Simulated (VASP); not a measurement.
Runs of VASP 6.6.1 on TiO2 (Rutile). Symmetry: P4_2/mnm, No. 136, tetragonal system. Conventional cell: a = 4.592 Å, b = 4.592 Å, c = 2.942 Å, α = 90.00°, β = 90.00°, γ = 90.00°. Ti (site symmetry mmm) is surrounded by 6 O at 1.94 to 1.98 Å. O (site symmetry m2m) has 3 Ti at 1.94 to 1.98 Å as nearest neighbours. 

```tsv
task	level	cell	k mesh	cutoff (eV)	grid for exact exchange (PRECFOCK)	exchange at q = 0	screening parameter	share of exact exchange	gap on the mesh (eV)	pressure (GPa)	largest force (eV/Å)
relaxation of cell and atoms	PBEsol	relaxed	6 × 6 × 10	600	-	-	-	-	1.83	0.0	-
band structure	PBE0	as given	4 × 4 × 6	520	Fast	truncated	-	-	4.13	-0.8	0.12
band structure	HSE06	as given	4 × 4 × 6	520	Fast	-	0.2 1/A	-	3.39	-0.7	0.13
band structure	PBE-EpsX	as given	4 × 4 × 6	520	Fast	truncated	-	0.1273	(c)	(b)	(a)
```

Alike in all rows: potentials or basis VASP PAW PBE potentials, release 64 (Ti_sv, O); no spin polarisation; smearing gaussian 0.03 eV.

Problem. Estimate the missing entries.

Solution. (a) 0.04; (b) 3.1; (c) 2.98.

Caveats: the PAW data sets were made with another functional, which shifts forces and pressure a little.

A k mesh can miss the band edges.
